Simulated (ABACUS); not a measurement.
# PbSe (Clausthalite) (Fm-3m) in ABACUS: equation of state

Aim: energy against volume of PbSe (Clausthalite) in PBEsol, for its equilibrium volume and stiffness.

Everything below comes from runs of ABACUS 3.10.1. Logs are shortened: lines on timing, memory, paths and dates and some standing lists are left out, and cuts for length are marked.

## Step 1: Starting point

The structure is cubic, space group Fm-3m (No. 225). The conventional cell has a = 6.121 Å, b = 6.121 Å, c = 6.121 Å, α = 90.00°, β = 90.00°, γ = 90.00°. Around Pb (site symmetry m-3m) lie 6 Se at 3.06 Å. Se (site symmetry m-3m) has 6 Pb at 3.06 Å as nearest neighbours.

## Step 2: Equation of state, PBEsol, 26.95 Å³/atom (volume scaled by 0.94)

File INPUT:

```
INPUT_PARAMETERS
suffix              PbSe
calculation         scf
basis_type          pw
pseudo_dir          ./
symmetry            1
dft_functional      pbesol
ecutwfc             87
pseudo_rcut         7
nspin               1
nbands              19
ks_solver           dav
smearing_method     fd
smearing_sigma      0.00367493
scf_thr             1e-08
scf_nmax            100
mixing_type         broyden
mixing_beta         0.7
cal_force           1
cal_stress          1
kpar                4
```

File STRU:

```
ATOMIC_SPECIES
Pb 207.2000 Pb.upf
Se 78.9710 Se.upf

LATTICE_CONSTANT
1.8897261246

LATTICE_VECTORS
0.0000000000 2.9981702236 2.9981702236
2.9981702236 0.0000000000 2.9981702236
2.9981702236 2.9981702236 0.0000000000

ATOMIC_POSITIONS
Direct

Pb
0.0
1
0.0000000000 0.0000000000 0.0000000000 1 1 1

Se
0.0
1
0.5000000000 0.5000000000 0.5000000000 1 1 1
```

File KPT:

```
K_POINTS
0
Gamma
8 8 8 0 0 0
```

Potentials or basis: PseudoDojo NC SR 0.4.1 PBEsol standard, plane waves.

The run is started by

```sh
> OMP_NUM_THREADS=1 mpirun -np 4 abacus > log
```

running log:

```text
ABACUS v3.10.1

               Atomic-orbital Based Ab-initio Computation at UStc

 ------------------------------------------------------------------------------------

 READING GENERAL INFORMATION
                           global_out_dir = OUT.PbSe/
                           global_in_card = INPUT
                               pseudo_dir = ./
                              orbital_dir =
                                    DSIZE = 4
                                    GSIZE = 1

 READING UNITCELL INFORMATION
                                    ntype = 2
                  lattice constant (Bohr) = 1.88973
              lattice constant (Angstrom) = 1

 READING ATOM TYPE 1
                               atom label = Pb
                      L=0, number of zeta = 1
                      L=1, number of zeta = 1
                      L=2, number of zeta = 1
             number of atom for this type = 1

 READING ATOM TYPE 2
                               atom label = Se
                      L=0, number of zeta = 1
                      L=1, number of zeta = 1
                      L=2, number of zeta = 1
             number of atom for this type = 1

                        TOTAL ATOM NUMBER = 2
DIRECT COORDINATES
    atom                   x                   y                   z     mag                  vx                  vy                  vz
taud_Pb1            0.0000000000        0.0000000000        0.0000000000  0.0000        0.0000000000        0.0000000000        0.0000000000
taud_Se1            0.5000000000        0.5000000000        0.5000000000  0.0000        0.0000000000        0.0000000000        0.0000000000

                          Volume (Bohr^3) = 363.744
                             Volume (A^3) = 53.9012

 Lattice vectors: (Cartesian coordinate: in unit of a_0)
                   +0            +2.99817            +2.99817
             +2.99817                  +0            +2.99817
             +2.99817            +2.99817                  +0
 Reciprocal vectors: (Cartesian coordinate: in unit of 2 pi/a_0)
            -0.166768           +0.166768           +0.166768
            +0.166768           -0.166768           +0.166768
            +0.166768           +0.166768           -0.166768
 The esolver type has been set to : ksdft_pw

                PAO radial cut off (Bohr) = 7

 Read in pseudopotential file is Pb.upf
                     pseudopotential type = NC
          exchange-correlation functional = PBESOL
                 nonlocal core correction = 1
                        valence electrons = 14
                                     lmax = 2
                           number of zeta = 3
[... 7 lines left out ...]
                PAO radial cut off (Bohr) = 7

 Read in pseudopotential file is Se.upf
                     pseudopotential type = NC
          exchange-correlation functional = PBESOL
                 nonlocal core correction = 1
                        valence electrons = 16
                                     lmax = 2
                           number of zeta = 3
[... 5 lines left out ...]
                           L of projector = 2
                           L of projector = 2
     initial pseudo atomic orbital number = 18

 SETUP THE ELECTRONS NUMBER
            electron number of element Pb = 14
      total electron number of element Pb = 14
            electron number of element Se = 16
      total electron number of element Se = 16
            AUTOSET number of electrons:  = 30
                           occupied bands = 15
                                   NBANDS = 19
                                   NLOCAL = 18

%%%%%%%%%%%%%%%%%%%%%%%%%%%%%%%%%%%%%%%%%%%%%%%%%%%%%%%%%%%%%%%%%%%%%%%%%%%%%%%%%%%%%%%%%%%%%%%%%%%%%%%%%%
 Warning: the number of valence electrons in pseudopotential > 4 for Pb: [Xe] 4f14 5d10 6s2 6p2
 Warning: the number of valence electrons in pseudopotential > 6 for Se: [Ar] 3d10 4s2 4p4
 Pseudopotentials with additional electrons can yield (more) accurate outcomes, but may be less efficient.
 If you're confident that your chosen pseudopotential is appropriate, you can safely ignore this warning.
%%%%%%%%%%%%%%%%%%%%%%%%%%%%%%%%%%%%%%%%%%%%%%%%%%%%%%%%%%%%%%%%%%%%%%%%%%%%%%%%%%%%%%%%%%%%%%%%%%%%%%%%%%

 SETUP THE PLANE WAVE BASIS
 energy cutoff for charge/potential (unit:Ry) = 348
            fft grid for charge/potential = [ 48, 48, 48 ]
                        fft grid division = [ 1, 1, 1 ]
        big fft grid for charge/potential = [ 48, 48, 48 ]
                                     nbxx = 110592
                                     nrxx = 110592

 SETUP PLANE WAVES FOR CHARGE/POTENTIAL
                    number of plane waves = 39885
                         number of sticks = 1531

 PARALLEL PW FOR CHARGE/POTENTIAL
     PROC   COLUMNS(POT)             PW
        1           1531          39885
 --------------- sum -------------------
        1           1531          39885
                            number of |g| = 380
                                  max |g| = 31.455
                                  min |g| = 0

[... 32 lines left out ...]
                   SPACE GROUP OPERATIONS = 48
                              POINT GROUP = O_h
               POINT GROUP IN SPACE GROUP = O_h

 SETUP K-POINTS
                                    nspin = 1
                   Input type of k points = Monkhorst-Pack(Gamma)
                                   nkstot = 512
                       right hand lattice = 1
(for reciprocal lattice: )
                             BRAVAIS TYPE = 2
                     BRAVAIS LATTICE NAME = 02. Cubic I (body-centered)
                                    ibrav = 2
                       right hand lattice = 1
(for k-lattice: )
                             BRAVAIS TYPE = 2
                     BRAVAIS LATTICE NAME = 02. Cubic I (body-centered)
                                    ibrav = 2
                       right hand lattice = 1
                        ROTATION MATRICES = 48
                               nkstot_ibz = 29
K-POINTS REDUCTION ACCORDING TO SYMMETRY
     IBZ    DIRECT_X    DIRECT_Y    DIRECT_Z  WEIGHT  ibz2bz
       1  0.00000000  0.00000000  0.00000000  0.0020       0
       2  0.12500000  0.12500000  0.12500000  0.0156       1
       3  0.25000000  0.25000000  0.25000000  0.0156       2
       4  0.37500000  0.37500000  0.37500000  0.0156       3
       5  0.50000000  0.50000000  0.50000000  0.0078       4
       6  0.12500000  0.12500000  0.00000000  0.0117       9
[... 21 lines left out ...]
      28 -0.12500000  0.50000000  0.37500000  0.0234     101
      29  0.50000000  0.25000000 -0.25000000  0.0117     166

                               nkstot now = 29
[... K-POINTS DIRECT COORDINATES: 29 rows ...]

           k-point number in this process = 8
       minimum distributed K point number = 7
[... stars of the k points ...]

[... K-POINTS CARTESIAN COORDINATES: 8 rows ...]

[... K-POINTS DIRECT COORDINATES: 8 rows ...]

 SETUP PLANE WAVES FOR WAVE FUNCTIONS
     energy cutoff for wavefunc (unit:Ry) = 87
              fft grid for wave functions = [ 48, 48, 48 ]
                    number of plane waves = 5817
                         number of sticks = 433

 PARALLEL PW FOR WAVE FUNCTIONS
     PROC   COLUMNS(POT)             PW
        1            433           5817
 --------------- sum -------------------
        1            433           5817

 SETUP NONLOCAL PSEUDOPOTENTIALS IN PLANE WAVE BASIS
 Pb non-local projectors:
 projector 1 L=0
 projector 2 L=0
 projector 3 L=1
 projector 4 L=1
 projector 5 L=2
 projector 6 L=2
 Se non-local projectors:
 projector 1 L=0
 projector 2 L=0
 projector 3 L=1
 projector 4 L=1
 projector 5 L=2
 projector 6 L=2
      TOTAL NUMBER OF NONLOCAL PROJECTORS = 36

 Init Non-Local PseudoPotential table :
 Init Non-Local-Pseudopotential done.

                                     npwx = 4988

 Make real space PAO into reciprocal space.
       max mesh points in Pseudopotential = 701
     dq(describe PAO in reciprocal space) = 0.01
                                    max q = 1124

 number of pseudo atomic orbitals for Pb is 3
WARNING: norm of atomic wavefunction # 2 of atomic type Pb is 0.999895, renormalized
WARNING: norm of atomic wavefunction # 3 of atomic type Pb is 0.990856, renormalized

 number of pseudo atomic orbitals for Se is 3
WARNING: norm of atomic wavefunction # 2 of atomic type Se is 0.999994, renormalized
WARNING: norm of atomic wavefunction # 3 of atomic type Se is 0.999458, renormalized

 -------------------------------------------
[... 5 lines left out ...]

 Notice: Threshold on eigenvalues was too large.
 hsover_error=0.3 > DRHO=0.0618462
 Origin diag ethr = 0.01
 New diag ethr = 0.000206154

 Density error is 0.0613691937664
                          Error Threshold = 0.000206154125164
----------------------------------------------------------
     Energy           Rydberg                 eV
----------------------------------------------------------
 E_KohnSham     -382.8160798798      -5208.4799723886
 E_Harris       -381.3394247420      -5188.3890485333
 E_Fermi        0.7578990950         10.3117462004
----------------------------------------------------------
[... 63 lines left out ...]
 Density error is 1.53304928963e-09
                          Error Threshold = 1.11708538787e-10
----------------------------------------------------------
     Energy           Rydberg                 eV
----------------------------------------------------------
 E_KohnSham     -382.8338762896      -5208.7221049658
 E_KS(sigma->0) -382.8338365388      -5208.7215641280
 E_Harris       -382.8339108724      -5208.7225754892
 E_band         -28.7270747625       -390.8519036421
 E_one_elec     -166.3569649939      -2263.4026259039
 E_Hartree      97.1193991896        1321.3772153147
 E_xc           -87.6269172986       -1192.2253734358
 E_Ewald        -225.9693136850      -3074.4702392652
 E_entropy(-TS) -0.0000795017        -0.0010816756
 E_descf        0.0000000000         0.0000000000
 E_exx          0.0000000000         0.0000000000
 E_Fermi        0.7684565800         10.4553881530
----------------------------------------------------------

 charge density convergence is achieved
 final etot is -5208.722105 eV
 EFERMI = 10.455388153 eV

 STATE ENERGY(eV) AND OCCUPATIONS    NSPIN == 1
 1/8 kpoint (Cartesian) = 0.0000 0.0000 0.0000 (4957 pws)
       1       -37.1746     0.00390625
       2       -37.1746     0.00390625
       3       -37.1714     0.00390625
       4       -37.1714     0.00390625
       5       -37.1714     0.00390625
       6       -6.46617     0.00390625
[... 104 lines left out ...]
       6       -6.48066      0.0234375
[... 11 lines left out ...]
      18        15.0174    5.56115e-42
      19        15.7061    5.79419e-48

[... levels at 2 further k points ...]

------------------------------------------------------------------------------------------
 TOTAL-FORCE (eV/Angstrom)
------------------------------------------------------------------------------------------
                       Pb1         0.0000000000         0.0000000000         0.0000000000
                       Se1         0.0000000000         0.0000000000         0.0000000000
------------------------------------------------------------------------------------------

----------------------------------------------------------------
 TOTAL-STRESS (KBAR)
----------------------------------------------------------------
        30.9767142417        -0.0000000000        -0.0000000000
        -0.0000000000        30.9767142417         0.0000000000
        -0.0000000000         0.0000000000        30.9767142417
----------------------------------------------------------------
 TOTAL-PRESSURE: 30.976714 KBAR

 --------------------------------------------
 !FINAL_ETOT_IS -5208.7221049658137417 eV
 --------------------------------------------
```

Wall time 7.3 s (4 MPI ranks of Intel Xeon 6975P-C (Granite Rapids), shared host); peak memory 0.44 GiB.

Results:

- Free energy: -5208.7221 eV
- Pressure: 3.1 GPa
- Band gap on the k mesh: 0.01 eV, direct

Caveat: spin-orbit coupling is left out, which as a rule narrows the gap of such compounds by several tenths of an eV.

## Step 3: Equation of state, PBEsol, 27.52 Å³/atom (volume scaled by 0.96)

INPUT is that of step 2.

STRU, as its differences from that of step 2:

```diff
@@ -8,5 +8,5 @@
 LATTICE_VECTORS
-0.0000000000 2.9981702236 2.9981702236
-2.9981702236 0.0000000000 2.9981702236
-2.9981702236 2.9981702236 0.0000000000
+0.0000000000 3.0192847941 3.0192847941
+3.0192847941 0.0000000000 3.0192847941
+3.0192847941 3.0192847941 0.0000000000
```

KPT is that of step 2.

Potentials or basis: PseudoDojo NC SR 0.4.1 PBEsol standard, plane waves.

The run is started by

```sh
> OMP_NUM_THREADS=1 mpirun -np 4 abacus > log
```

Wall time 7.3 s (4 MPI ranks of Intel Xeon 6975P-C (Granite Rapids), shared host); peak memory 0.44 GiB.

It converged, with:

| Item | Value |
| --- | --- |
| Free energy | -5208.7395 eV |
| Pressure | 1.8 GPa |
| Band gap on the k mesh | 0.07 eV, direct |

Caveat: spin-orbit coupling is left out, which as a rule narrows the gap of such compounds by several tenths of an eV.

## Step 4: Equation of state, PBEsol, 28.10 Å³/atom (volume scaled by 0.98)

INPUT is that of step 3.

STRU, as its differences from that of step 3:

```diff
@@ -8,5 +8,5 @@
 LATTICE_VECTORS
-0.0000000000 3.0192847941 3.0192847941
-3.0192847941 0.0000000000 3.0192847941
-3.0192847941 3.0192847941 0.0000000000
+0.0000000000 3.0401081059 3.0401081059
+3.0401081059 0.0000000000 3.0401081059
+3.0401081059 3.0401081059 0.0000000000
```

KPT is that of step 3.

The run is started by

```sh
> OMP_NUM_THREADS=1 mpirun -np 4 abacus > log
```

Run time: 8.7 s. Hardware: 4 MPI ranks of Intel Xeon 6975P-C (Granite Rapids), shared host; peak memory 0.48 GiB.

The run converged. Its results:

* Free energy: -5208.7480 eV
* Pressure: 0.6 GPa
* Band gap on the k mesh: 0.14 eV, direct

Caveat: spin-orbit coupling is left out, which as a rule narrows the gap of such compounds by several tenths of an eV.

## Step 5: Equation of state, PBEsol, 28.67 Å³/atom

INPUT is that of step 4.

STRU, as its differences from that of step 4:

```diff
@@ -8,5 +8,5 @@
 LATTICE_VECTORS
-0.0000000000 3.0401081059 3.0401081059
-3.0401081059 0.0000000000 3.0401081059
-3.0401081059 3.0401081059 0.0000000000
+0.0000000000 3.0606500000 3.0606500000
+3.0606500000 0.0000000000 3.0606500000
+3.0606500000 3.0606500000 0.0000000000
```

KPT is that of step 4.

The run is started by

```sh
> OMP_NUM_THREADS=1 mpirun -np 4 abacus > log
```

Wall time 8.8 s (4 MPI ranks of Intel Xeon 6975P-C (Granite Rapids), shared host); peak memory 0.48 GiB.

Results (log left out):

```yaml
Free_energy: -5208.7483 eV
Pressure: -0.5 GPa
Band_gap_on_the_k_mesh: 0.21 eV, direct
```

Caveat: spin-orbit coupling is left out, which as a rule narrows the gap of such compounds by several tenths of an eV.

## Step 6: Equation of state, PBEsol, 29.24 Å³/atom (volume scaled by 1.02)

INPUT is that of step 5.

STRU, as its differences from that of step 5:

```diff
@@ -8,5 +8,5 @@
 LATTICE_VECTORS
-0.0000000000 3.0606500000 3.0606500000
-3.0606500000 0.0000000000 3.0606500000
-3.0606500000 3.0606500000 0.0000000000
+0.0000000000 3.0809197960 3.0809197960
+3.0809197960 0.0000000000 3.0809197960
+3.0809197960 3.0809197960 0.0000000000
```

KPT is that of step 5.

Potentials or basis: PseudoDojo NC SR 0.4.1 PBEsol standard, plane waves.

The run is started by

```sh
> OMP_NUM_THREADS=1 mpirun -np 4 abacus > log
```

Run time: 8.8 s. Hardware: 4 MPI ranks of Intel Xeon 6975P-C (Granite Rapids), shared host; peak memory 0.48 GiB.

Results (log left out):

- Free energy: -5208.7413 eV
- Pressure: -1.5 GPa
- Band gap on the k mesh: 0.27 eV, direct

Caveat: spin-orbit coupling is left out, which as a rule narrows the gap of such compounds by several tenths of an eV.

## Step 7: Equation of state, PBEsol, 29.82 Å³/atom (volume scaled by 1.04)

INPUT is that of step 6.

STRU, as its differences from that of step 6:

```diff
@@ -8,5 +8,5 @@
 LATTICE_VECTORS
-0.0000000000 3.0809197960 3.0809197960
-3.0809197960 0.0000000000 3.0809197960
-3.0809197960 3.0809197960 0.0000000000
+0.0000000000 3.1009263293 3.1009263293
+3.1009263293 0.0000000000 3.1009263293
+3.1009263293 3.1009263293 0.0000000000
```

KPT is that of step 6.

The run is started by

```sh
> OMP_NUM_THREADS=1 mpirun -np 4 abacus > log
```

Run time: 8.8 s. Hardware: 4 MPI ranks of Intel Xeon 6975P-C (Granite Rapids), shared host; peak memory 0.48 GiB.

The run converged. Its results:

* Free energy: -5208.7276 eV
* Pressure: -2.3 GPa
* Band gap on the k mesh: 0.33 eV, direct

Caveat: spin-orbit coupling is left out, which as a rule narrows the gap of such compounds by several tenths of an eV.

## Step 8: Equation of state, PBEsol, 30.39 Å³/atom (volume scaled by 1.06)

INPUT is that of step 7.

STRU, as its differences from that of step 7:

```diff
@@ -8,5 +8,5 @@
 LATTICE_VECTORS
-0.0000000000 3.1009263293 3.1009263293
-3.1009263293 0.0000000000 3.1009263293
-3.1009263293 3.1009263293 0.0000000000
+0.0000000000 3.1206779849 3.1206779849
+3.1206779849 0.0000000000 3.1206779849
+3.1206779849 3.1206779849 0.0000000000
```

KPT is that of step 7.

The run is started by

```sh
> OMP_NUM_THREADS=1 mpirun -np 4 abacus > log
```

Run time: 10 s. Hardware: 4 MPI ranks of Intel Xeon 6975P-C (Granite Rapids), shared host; peak memory 0.48 GiB.

It converged, with:

| Property | Result |
| --- | --- |
| Free energy | -5208.7081 eV |
| Pressure | -3.1 GPa |
| Band gap on the k mesh | 0.39 eV, direct |

Caveat: spin-orbit coupling is left out, which as a rule narrows the gap of such compounds by several tenths of an eV.

## Step 9: Equation of state, PBEsol

Potentials or basis: PseudoDojo NC SR 0.4.1 PBEsol standard, plane waves.

No new run: the results of the series are fitted here.

What came out:

| Property | Result |
| --- | --- |
| Equilibrium volume | 28.40 Å³/atom |
| Bulk modulus | 53 GPa |
| Pressure derivative of the bulk modulus | 4.2 |

Energy against volume, from the lowest point:
```
volume (Å³/atom)  energy (meV/atom)
          26.951              13.10
          27.524               4.37
          28.097               0.15
          28.671               0.00
          29.244               3.51
          29.818              10.33
          30.391              20.10
```

Spin-orbit coupling is left out, which matters for the levels of Pb.

## Step 10: How close it comes

Step 9. The cell as given is a measured one (28.67 Å³/atom); PBEsol puts the equilibrium volume -0.9 % from it, thermal expansion not counted.
